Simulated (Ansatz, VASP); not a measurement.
## CdS (Hawleyite) in VASP and in Ansatz

```
Cd S
1.0
     0.00000    2.96321    2.96321
     2.96321    0.00000    2.96321
     2.96321    2.96321    0.00000
Cd S
1 1
Direct
  0.00000 0.00000 0.00000
  0.25000 0.25000 0.25000
```

Alike in both runs: task single point; functional PBE; k mesh 8 × 8 × 8; occupations gaussian, width 0.02 eV; non-collinear spin, spin-orbit coupling.

|  | VASP | Ansatz |
| --- | --- | --- |
| version | VASP 6.6.1 | Ansatz 0.2.0 |
| potentials or method | VASP PAW PBE potentials, release 64 (Cd, S) | plane waves, PAW |
| plane-wave cutoff (eV) | 520 | 420 |
| valence electrons in the cell | 18 | 26 |

```tsv
	VASP	Ansatz	Ansatz less VASP
gap on the k mesh at the Fermi level (eV)	1.03	1.03	-0.002
least direct gap on the mesh (eV)	1.03	1.03	-0.002
net moment per atom (μB)	0.00	0.00	0.000
```

The two sets of potentials don't hold the same shells in valence.
